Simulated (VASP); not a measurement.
Write the native input for VASP 6.6.1 that does the following.

```
Task                   : relaxation of cell and atoms
Functional             : PBEsol
Potentials or basis    : VASP PAW PBE potentials, release 64 (Cr_pv)
Cutoff                 : 600 eV
k mesh                 : 20 × 20 × 20
Occupations            : methfessel-paxton, width 0.1 eV
Spin                   : no spin polarisation
Further INCAR settings : ALGO = Normal; EDIFF = 1e-07; IBRION = 2; EDIFFG = -0.005; NSW = 40; ISIF = 3
```

The structure of Cr lies in POSCAR:

```
Cr
1.0
   -1.4000000000      1.4000000000      1.4000000000
    1.4000000000     -1.4000000000      1.4000000000
    1.4000000000      1.4000000000     -1.4000000000
Cr
1
Direct
    0.0000000000      0.0000000000      0.0000000000
```

The cell was built by a generator and needn't be a form met in nature.

The input as run:

INCAR

```
PREC = Accurate ; ENCUT = 600
EDIFF = 1E-7 ; ISMEAR = 1
SIGMA = 0.1 ; LREAL = F
LASPH = T ; NELM = 120
ALGO = Normal ; ISIF = 3
LWAVE = F ; LCHARG = F
GGA = PS ; IBRION = 2
NSW = 40 ; EDIFFG = -0.005
```

KPOINTS

```
Automatic mesh
0
Gamma
  20 20 20
```

Potentials or basis: VASP PAW PBE potentials, release 64 (Cr_pv).

Command:

```sh
$ cat potpaw_PBE.64/Cr_pv/POTCAR > POTCAR
$ mpirun -np 1 vasp_std > vasp.out
```

It gave:

```json
{
 "Relaxed volume": "11.12 Å³/atom",
 "Relaxed cell": "a = 2.435 Å, b = 2.435 Å, c = 2.435 Å, α = 109.47°, β = 109.47°, γ = 109.47°",
 "Space group after relaxing (to 0.05 Å)": "Im-3m (No. 229)",
 "Energy gained by relaxing": "1.6 meV/atom",
 "Ionic steps": "3",
 "Pressure after relaxing": "0.0 GPa",
 "Band gap on the k mesh": "none (metal or under the smearing width)"
}
```

Caveat: the PAW data sets were made with another functional, which shifts forces and pressure a little; the run has no spin polarisation, though such a crystal can be magnetic.

Wall time 23 s on 1 thread of Intel(R) Xeon(R) 6975P-C (Granite Rapids), with other jobs on the host, peak memory 0.16 GiB.
